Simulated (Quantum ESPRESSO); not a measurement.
Nb under changes of volume

One of the cells (18.428 Å³/atom); the others are scaled copies at fixed shape and fractional positions:

```xyz
1
Lattice="-1.6640 1.6640 1.6640 1.6640 -1.6640 1.6640 1.6640 1.6640 -1.6640" Properties=species:S:1:pos:R:3 pbc="T T T"
Nb    0.0000    0.0000    0.0000
```

* Program: Quantum ESPRESSO 7.5
* Functional: r2SCAN
* Potentials or basis: SG15 PBE 1.2
* Cutoff: 952 eV
* Density cutoff: 3810 eV
* k mesh: 8 × 8 × 8
* Occupations: fermi-dirac, width 0.05 eV
* Spin: no spin polarisation

```csv
volume (Å³/atom),energy over the lowest point (meV/atom),pressure (GPa)
17.322,?,?
17.691,4.66,3.5
18.060,0.00,-0.5
18.428,4.15,-4.1
18.797,16.31,-7.4
19.165,35.75,-10.4
19.534,61.87,-13.1
```

Problem. What does the run at 17.322 Å³/atom give?

Solution. Energy over the lowest point 18.96 meV/atom; pressure 7.9 GPa.

Worked out: A Birch-Murnaghan fit of order 3 (a polynomial in V^(-2/3)) to the other rows has its minimum at 18.06 Å³/atom with B0 = V·E''(V) = 187 GPa and B' = 3.6. It gives 19.02 meV/atom at 17.322 Å³/atom, against the run's 18.96, and -dE/dV = 8.5 GPa, against 7.9.

Energies are extrapolated to zero smearing.

Caveats: the potentials were made for another functional, which shifts forces and pressure.
